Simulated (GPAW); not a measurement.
# ZnS (Wurtzite-2H): band structure with GLLB-SC

**What was measured.**

A printed reference work, monograph reports, for a bulk crystal of ZnS at 4 K: band gap 3.911 eV (direct).

Crystal: ZnS (Wurtzite-2H).

```
CELL_PARAMETERS angstrom
3.81100 0.00000 0.00000
-1.90550 3.30042 0.00000
0.00000 0.00000 6.23400
ATOMIC_POSITIONS crystal
Zn 0.66667 0.33333 0.50000
Zn 0.33333 0.66667 0.00000
S 0.66667 0.33333 0.88500
S 0.33333 0.66667 0.38500
```

```yaml
Program: GPAW 26.7.0
Task: band structure
Functional: GLLB-SC
Potentials_or_basis: the program's PAW data sets (release 1.2.1) made for this functional
Cutoff: 600 eV
Basis: pw
k_mesh: 6 × 6 × 3
Occupations: fermi-dirac, width 0.05 eV
Spin: no spin polarisation
Maxiter: 150
Band_path: GMKGALHA,LM,KH
Band_points: 80
```

The band gap on the k mesh with the derivative discontinuity is 3.77 eV. The band gap of the Kohn-Sham levels is 2.69 eV. The derivative discontinuity is 1.08 eV.

Levels at the corners of the path, in eV from the valence-band top:
```tsv
point	band 14	band 15	band 16	band 17	band 18	band 19	band 20	band 21	band 22	band 23
Γ	-0.83	-0.83	-0.01	-0.01	0.00	2.69	3.30	6.57	6.57	6.86
M	-4.15	-3.04	-2.15	-1.49	-0.94	3.92	4.56	5.55	7.41	7.72
K	-4.29	-3.70	-2.14	-2.13	-2.13	4.88	6.11	6.11	8.27	8.27
Γ	-0.83	-0.83	-0.01	-0.01	0.00	2.69	3.30	6.57	6.57	6.86
A	-2.74	-0.44	-0.44	-0.44	-0.44	3.84	3.84	7.00	7.00	7.00
L	-4.88	-1.59	-1.59	-1.48	-1.48	3.96	3.96	5.44	5.44	9.25
H	-4.72	-3.00	-3.00	-1.20	-1.20	4.83	4.83	6.88	6.88	7.60
A	-2.74	-0.44	-0.44	-0.44	-0.44	3.84	3.84	7.00	7.00	7.00
L	-4.88	-1.59	-1.59	-1.48	-1.48	3.96	3.96	5.44	5.44	9.25
M	-4.15	-3.04	-2.15	-1.49	-0.94	3.92	4.56	5.55	7.41	7.72
K	-4.29	-3.70	-2.14	-2.13	-2.13	4.88	6.11	6.11	8.27	8.27
H	-4.72	-3.00	-3.00	-1.20	-1.20	4.83	4.83	6.88	6.88	7.60
```

It took 2.3 min on 1 thread of Arm Neoverse V1, with other jobs on the host, peak memory 0.44 GiB.

A measured gap of ZnS is 3.911 eV (direct; 4 K; a printed reference work, monograph); the calculated 3.77 eV misses it by -0.14 eV. The value is that of GLLB-SC, without temperature or zero-point motion.

Caveat: the GLLB-SC gap is the Kohn-Sham gap of the path plus the derivative discontinuity; a model potential gives levels but no total energy.
